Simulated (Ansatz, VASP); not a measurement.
# Two plane-wave programs on Al2Au

The input INCAR:

```
SYSTEM = Al2Au
PREC = Accurate
ENCUT = 520
EDIFF = 1E-7
ISMEAR = -1
SIGMA = 0.05
LREAL = .False.
LASPH = .True.
NELM = 60
ALGO = Normal
ISIF = 2
LWAVE = .False.
LCHARG = .False.
GGA = PE
NBANDS = 16
```

Contents of KPOINTS:

```
regular mesh
0
Gamma
  8 8 8
  0 0 0
```

POSCAR

```
Al2Au
1.0
    0.0000000000      3.0198681287      3.0198681287
    3.0198681287      0.0000000000      3.0198681287
    3.0198681287      3.0198681287      0.0000000000
Au Al
1 2
Direct
    0.0000000000      0.0000000000      0.0000000000
    0.7500000000      0.7500000000      0.7500000000
    0.2500000000      0.2500000000      0.2500000000
```

File input.yaml:

```yaml
crystal:
  lattice:
    - [0.0, 3.0198681287, 3.0198681287]
    - [3.0198681287, 0.0, 3.0198681287]
    - [3.0198681287, 3.0198681287, 0.0]
  atoms:
    - { symbol: Au, position: [0.0, 0.0, 0.0] }
    - { symbol: Al, position: [0.75, 0.75, 0.75] }
    - { symbol: Al, position: [0.25, 0.25, 0.25] }
hamiltonian:
  xc: pbe
  pseudopotentials: { kind: paw }
kpoints:
  mp_grid: { grid: [8, 8, 8] }
scf:
  occupations: { method: fermi_dirac, width: 0.05 }
output:
  forces: true
  stress: true
  eigenvalues: true
  write_density: true
  write_potential: true
  elf: true
  volumetric_format: npy
```

Change from the starting cell: volume scaled by 1.02.

Alike in both runs: task single point; functional PBE; k mesh 8 × 8 × 8; occupations fermi-dirac, width 0.05 eV; no spin polarisation.

|  | VASP | Ansatz |
| --- | --- | --- |
| version | VASP 6.6.1 | Ansatz 0.2.0 |
| potentials or method | VASP PAW PBE potentials, release 64 (Au, Al) | Ansatz PAW |
| plane-wave cutoff (eV) | 520 | 420 |
| valence electrons in the cell | 17 | 25 |

|  | VASP | Ansatz | Ansatz less VASP |
| --- | --- | --- | --- |
| gap on the k mesh at the Fermi level (eV) | none | none | - |
| pressure (GPa) | 0.8 | 1.0 | +0.23 |

A gap of «none» marks a metal or a gap that the smearing closes. The two sets of potentials don't hold the same shells in valence.

The runs have no spin-orbit coupling, so splittings on Au are missing.
